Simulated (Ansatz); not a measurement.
Crystal: PtS2.

```
CELL_PARAMETERS angstrom
3.54320 0.00000 0.00000
-1.77160 3.06850 0.00000
0.00000 0.00000 5.03880
ATOMIC_POSITIONS crystal
Pt 0.00000 0.00000 0.00000
S 0.66667 0.33333 0.77300
S 0.33333 0.66667 0.22700
```

Program: Ansatz 0.2.0. Alike in all runs: potentials or basis Ansatz PAW; no spin polarisation; cell as given; smearing fermi-dirac 0.05 eV.

Order these runs on this cell by their band gap on the k mesh, lowest first.
A. level r2SCAN; k mesh 9 × 9 × 5; cutoff (eV) 500; points for each segment of the path 14
B. level LDA; k mesh 9 × 9 × 5; cutoff (eV) 420; points for each segment of the path 14
C. level HSE06 form with a typed share of exact exchange; k mesh 5 × 5 × 3; cutoff (eV) 420; screening (1/Å) 0.3; share of exact exchange 0.25

B (0.90 eV), A (1.19 eV), C (1.77 eV).

Caveats: spin-orbit coupling is left out, which moves the levels of the heavy elements; odd divisions of the mesh miss points on the zone boundary, where band edges often lie, so the gap on the mesh can be too wide (some runs); forces of over 1 eV/Å show positions far from the minimum, so gaps and moduli don't describe the material at rest (some runs).

A k mesh can miss the band edges.
